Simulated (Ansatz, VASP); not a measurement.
**One calculation of FePt (Tetraferroplatinum), two programs**

Contents of INCAR:

```
PREC = Accurate ; ENCUT = 520
EDIFF = 1E-7 ; ISMEAR = -1
SIGMA = 0.05 ; LREAL = F
LASPH = T ; NELM = 100
ALGO = Fast ; ISIF = 2
LWAVE = F ; LCHARG = T
ISPIN = 2 ; MAGMOM = 0 4.5
LORBIT = 11 ; LMAXMIX = 4
GGA = PE ; LELF = T
LVHAR = T
```

File KPOINTS:

```
regular mesh
0
Gamma
  10 10 7
```

The input POSCAR:

```
FePt
1.0
    2.7235000000      0.0000000000      0.0000000000
    0.0000000000      2.7235000000      0.0000000000
    0.0000000000      0.0000000000      3.7200000000
Pt Fe
1 1
Direct
    0.5000000000      0.5000000000      0.5000000000
    0.0000000000      0.0000000000      0.0000000000
```

File input.yaml:

```yaml
crystal:
  lattice:
    - [2.7235, 0.0, 0.0]
    - [0.0, 2.7235, 0.0]
    - [0.0, 0.0, 3.72]
  atoms:
    - { symbol: Pt, position: [0.5, 0.5, 0.5] }
    - { symbol: Fe, position: [0.0, 0.0, 0.0], spin: 3.0 }
hamiltonian:
  xc: pbe
  pseudopotentials: { kind: paw }
magnetization:
  spin_polarized: true
kpoints:
  mp_grid: { grid: [10, 10, 7] }
scf:
  occupations: { method: fermi_dirac, width: 0.05 }
output:
  forces: true
  stress: true
  eigenvalues: true
  write_density: true
  write_potential: true
  elf: true
  volumetric_format: npy
```

Alike in both runs: task single point; functional PBE; k mesh 10 × 10 × 7; occupations fermi-dirac, width 0.05 eV; collinear spin, ferromagnetic start.

```csv
,VASP,Ansatz
version,VASP 6.6.1,Ansatz 0.2.0
potentials or method,"VASP PAW PBE potentials, release 64 (Pt, Fe)",Ansatz PAW
plane-wave cutoff (eV),520,420
valence electrons in the cell,18,34
```

|  | VASP | Ansatz | Ansatz less VASP |
| --- | --- | --- | --- |
| gap on the k mesh at the Fermi level (eV) | none | none | - |
| pressure (GPa) | 3.0 | 3.4 | +0.44 |
| largest component of the traceless stress (GPa) | 0.36 | 0.31 | -0.056 |
| net moment per atom (μB) | 1.64 | 1.64 | +0.003 |
| size of the moment on the site where the two differ most (μB) | 0.34 | 0.39 | +0.058 |

Site moments also hang on the region over which each program counts them. A gap of «none» marks a metal or a gap that the smearing closes. The two sets of potentials don't hold the same shells in valence.

Spin-orbit coupling is left out, which matters for the levels of Pt.
